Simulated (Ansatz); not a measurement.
# Energy landscape near a Li structure

The calculation used Ansatz, DFT PBE, scalar-relativistic, plane waves, PAW.

Plane waves to 420 eV, a k mesh through Γ of 14×14×14 on the computed 1-atom cell and Gaussian smearing (0.10 eV); no spin polarisation.

Reference cell:

```
CELL_PARAMETERS angstrom
-1.75000 1.75000 1.75000
1.75000 -1.75000 1.75000
1.75000 1.75000 -1.75000
ATOMIC_POSITIONS crystal
Li 0.00000 0.00000 0.00000
```

Each variant moves atoms of this cell by the vectors given, if any (Å), and then applies a symmetric strain (tensor components, Cartesian axes). The reference cell isn't relaxed at this level. Energies are per atom at zero smearing, counted from the lowest variant. Pressure is positive in compression.

1. strain (xx yy zz yz xz xy, %) 3.80 3.80 3.80 0.00 0.00 0.00
2. strain (xx yy zz yz xz xy, %) -0.44 1.15 0.19 -0.67 1.00 -0.56
3. strain (xx yy zz yz xz xy, %) -2.05 0.67 0.54 -2.00 -0.37 0.54

| result | ΔE (meV/atom) | P (GPa) |
| --- | --- | --- |
| A | 1.4 | -0.80 |
| B | 0.0 | -0.60 |
| C | 20.6 | -1.76 |

(1) Which variant gave which result?

## Answers

(1) A is 2, B is 3, C is 1. The pressure falls as the cell grows: from the smallest volume to the largest the variants are 3, 2, 1.